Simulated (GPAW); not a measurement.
Set up this calculation in GPAW 26.7.0, as an ASE script.

- Task: single point
- Functional: LDA
- Potentials or basis: the program's PAW data sets (release 1.2.1) made for this functional
- Cutoff: 650 eV
- Basis: pw
- k mesh: 7 × 7 × 7
- Occupations: fermi-dirac, width 0.05 eV
- Spin: no spin polarisation
- Maxiter: 120
- Convergence: default

The structure of BeTe lies in BeTe.cif:

```cif
data_BeTe
_cell_length_a 5.54000000
_cell_length_b 5.54000000
_cell_length_c 5.54000000
_cell_angle_alpha 90.00000000
_cell_angle_beta 90.00000000
_cell_angle_gamma 90.00000000
_space_group_name_H-M_alt 'F-43m'
_space_group_name_Hall 'F -4 2 3'
_space_group_IT_number 216
loop_
_space_group_symop_operation_xyz
'x,y,z'
'y,-x,-z'
'-x,-y,z'
'-y,x,-z'
'x,-y,-z'
'y,x,z'
'-x,y,-z'
'-y,-x,z'
'z,x,y'
'-z,y,-x'
'z,-x,-y'
'-z,-y,x'
'-z,x,-y'
'z,y,x'
'-z,-x,y'
'z,-y,-x'
'y,z,x'
'-x,-z,y'
'-y,z,-x'
'x,-z,-y'
'-y,-z,x'
'x,z,y'
'y,-z,-x'
'-x,z,-y'
'x,y+1/2,z+1/2'
'y,-x+1/2,-z+1/2'
'-x,-y+1/2,z+1/2'
'-y,x+1/2,-z+1/2'
'x,-y+1/2,-z+1/2'
'y,x+1/2,z+1/2'
'-x,y+1/2,-z+1/2'
'-y,-x+1/2,z+1/2'
'z,x+1/2,y+1/2'
'-z,y+1/2,-x+1/2'
'z,-x+1/2,-y+1/2'
'-z,-y+1/2,x+1/2'
'-z,x+1/2,-y+1/2'
'z,y+1/2,x+1/2'
'-z,-x+1/2,y+1/2'
'z,-y+1/2,-x+1/2'
'y,z+1/2,x+1/2'
'-x,-z+1/2,y+1/2'
'-y,z+1/2,-x+1/2'
'x,-z+1/2,-y+1/2'
'-y,-z+1/2,x+1/2'
'x,z+1/2,y+1/2'
'y,-z+1/2,-x+1/2'
'-x,z+1/2,-y+1/2'
'x+1/2,y,z+1/2'
'y+1/2,-x,-z+1/2'
'-x+1/2,-y,z+1/2'
'-y+1/2,x,-z+1/2'
'x+1/2,-y,-z+1/2'
'y+1/2,x,z+1/2'
'-x+1/2,y,-z+1/2'
'-y+1/2,-x,z+1/2'
'z+1/2,x,y+1/2'
'-z+1/2,y,-x+1/2'
'z+1/2,-x,-y+1/2'
'-z+1/2,-y,x+1/2'
'-z+1/2,x,-y+1/2'
'z+1/2,y,x+1/2'
'-z+1/2,-x,y+1/2'
'z+1/2,-y,-x+1/2'
'y+1/2,z,x+1/2'
'-x+1/2,-z,y+1/2'
'-y+1/2,z,-x+1/2'
'x+1/2,-z,-y+1/2'
'-y+1/2,-z,x+1/2'
'x+1/2,z,y+1/2'
'y+1/2,-z,-x+1/2'
'-x+1/2,z,-y+1/2'
'x+1/2,y+1/2,z'
'y+1/2,-x+1/2,-z'
'-x+1/2,-y+1/2,z'
'-y+1/2,x+1/2,-z'
'x+1/2,-y+1/2,-z'
'y+1/2,x+1/2,z'
'-x+1/2,y+1/2,-z'
'-y+1/2,-x+1/2,z'
'z+1/2,x+1/2,y'
'-z+1/2,y+1/2,-x'
'z+1/2,-x+1/2,-y'
'-z+1/2,-y+1/2,x'
'-z+1/2,x+1/2,-y'
'z+1/2,y+1/2,x'
'-z+1/2,-x+1/2,y'
'z+1/2,-y+1/2,-x'
'y+1/2,z+1/2,x'
'-x+1/2,-z+1/2,y'
'-y+1/2,z+1/2,-x'
'x+1/2,-z+1/2,-y'
'-y+1/2,-z+1/2,x'
'x+1/2,z+1/2,y'
'y+1/2,-z+1/2,-x'
'-x+1/2,z+1/2,-y'
loop_
_atom_site_label
_atom_site_type_symbol
_atom_site_symmetry_multiplicity
_atom_site_Wyckoff_symbol
_atom_site_fract_x
_atom_site_fract_y
_atom_site_fract_z
_atom_site_occupancy
Te1 Te 4 c 0.2500000000 0.2500000000 0.2500000000 1
Be1 Be 4 a 0.0000000000 0.0000000000 0.0000000000 1
```

The input as run:

run.py

```python
import spglib
from ase import Atoms
from ase.dft.bandgap import bandgap
from ase.io import read, write
from ase.units import GPa
from gpaw import GPAW, PW

atoms = read('BeTe.cif')
cell, positions, numbers = spglib.find_primitive(
    (atoms.cell[:], atoms.get_scaled_positions(), atoms.numbers), symprec=1e-4)
atoms = Atoms(numbers, cell=cell, scaled_positions=positions, pbc=True)

calc = GPAW(mode=PW(650),
            xc='LDA',
            kpts={'size': (7, 7, 7), 'gamma': True},
            occupations={'name': 'fermi-dirac', 'width': 0.05},
            nbands=11,
            maxiter=120,
            txt='gpaw.txt')
atoms.calc = calc
energy = atoms.get_potential_energy()
forces = atoms.get_forces()
stress = atoms.get_stress()
calc.write('gs.gpw')
write('result.traj', atoms)
print(f'Energy: {energy:.6f} eV')
print('Forces (eV/A):')
print(forces.round(4))
print('Stress (GPa):', (stress / GPa).round(3))
print('Fermi level:', round(calc.get_fermi_level(), 4), 'eV')
print(f'Gap: {bandgap(calc)[0]:.4f} eV, direct: {bandgap(calc, direct=True)[0]:.4f} eV')
```

Potentials or basis: the program's PAW data sets (release 1.2.1) made for this functional, pw.

The run is started by

```console
$ OMP_NUM_THREADS=1 python run.py
```

It gave:

```
Pressure               : 0.6 GPa
Band gap on the k mesh : 1.84 eV, indirect (least direct gap 3.58 eV)
```

Caveat: the cutoff is short for stress and forces, so pressures can be off by a GPa or more; spin-orbit coupling is left out, which moves the levels of the heavy elements; an odd mesh through Γ misses points on the zone boundary, where band edges often lie.

Wall time 5.5 s on 1 thread of Arm Neoverse V2, on a shared host, peak memory 0.14 GiB.
